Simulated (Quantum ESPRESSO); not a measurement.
# Sn under changes of volume

One of the cells (33.803 Å³/atom); the others are scaled copies at fixed shape and fractional positions:

```
Sn
1.0
     0.00000    3.23334    3.23334
     3.23334    0.00000    3.23334
     3.23334    3.23334    0.00000
Sn
2
Direct
  0.75000 0.75000 0.75000
  0.50000 0.50000 0.50000
```

This isn't the form of Sn at room conditions, which is tetragonal (white tin).

| Quantity | Value |
| --- | --- |
| Program | Quantum ESPRESSO 7.5 |
| Functional | PBEsol |
| Potentials or basis | PseudoDojo 0.4.1 SR PBEsol standard |
| Cutoff | 980 eV |
| Density cutoff | 3918 eV |
| k mesh | 7 × 7 × 7 |
| Occupations | fermi-dirac, width 0.05 eV |
| Spin | no spin polarisation |

```tsv
volume (Å³/atom)	energy over the lowest point (meV/atom)	pressure (GPa)
31.775	48.25	5.2
32.451	29.09	3.9
33.127	15.22	2.7
33.803	6.07	1.6
34.479	1.16	0.7
35.155	0.00	-0.1
35.831	?	?
```

Task: What does the run at 35.831 Å³/atom give?

Result: Energy over the lowest point 2.16 meV/atom; pressure -0.9 GPa.

Worked out: A Birch-Murnaghan fit of order 3 (a polynomial in V^(-2/3)) to the other rows has its minimum at 35.04 Å³/atom with B0 = V·E''(V) = 42 GPa and B' = 4.8. It gives 2.22 meV/atom at 35.831 Å³/atom, against the run's 2.16, and -dE/dV = -0.9 GPa, against -0.9.

Energies are extrapolated to zero smearing.
